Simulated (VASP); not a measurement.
A run of VASP 6.6.1:

Contents of INCAR:

```
SYSTEM = Mg
PREC = Accurate
ENCUT = 600
EDIFF = 1E-7
ISMEAR = 1
SIGMA = 0.1
LREAL = .False.
LASPH = .True.
NELM = 80
ALGO = Normal
ISIF = 4
LWAVE = .False.
LCHARG = .False.
GGA = PE
IVDW = 12
IBRION = 2
NSW = 40
EDIFFG = -0.01
```

Contents of KPOINTS:

```
Automatic mesh
0
Gamma
  15 15 7
  0 0 0
```

Contents of POSCAR:

```
Mg                                      
1.0
    3.2167379265      0.0000000000      0.0000000000
   -1.6083689632      2.7857767617      0.0000000000
    0.0000000000      0.0000000000      5.1256800480
  Mg            
     2
Direct
     0.3333333332999970    0.6666666667000030    0.2500000000000000
     0.6666666667000030    0.3333333332999970    0.7500000000000000
```

Potentials or basis: VASP PAW PBE potentials, release 64 (Mg).

Launch:

```bash
$ cat potpaw_PBE.64/Mg/POTCAR > POTCAR
$ mpirun -np 1 vasp_std > vasp.out
```

Hardware: 1 thread of AMD EPYC 7R13 Processor (Zen 3), on a shared host.

Task: Estimate the wall time of this run.

Result: Run time: 30 s on 1 thread of AMD EPYC 7R13 Processor (Zen 3), on a shared host, peak memory 0.17 GiB. Counts: scf iterations 11, k points 108, ion steps 1.
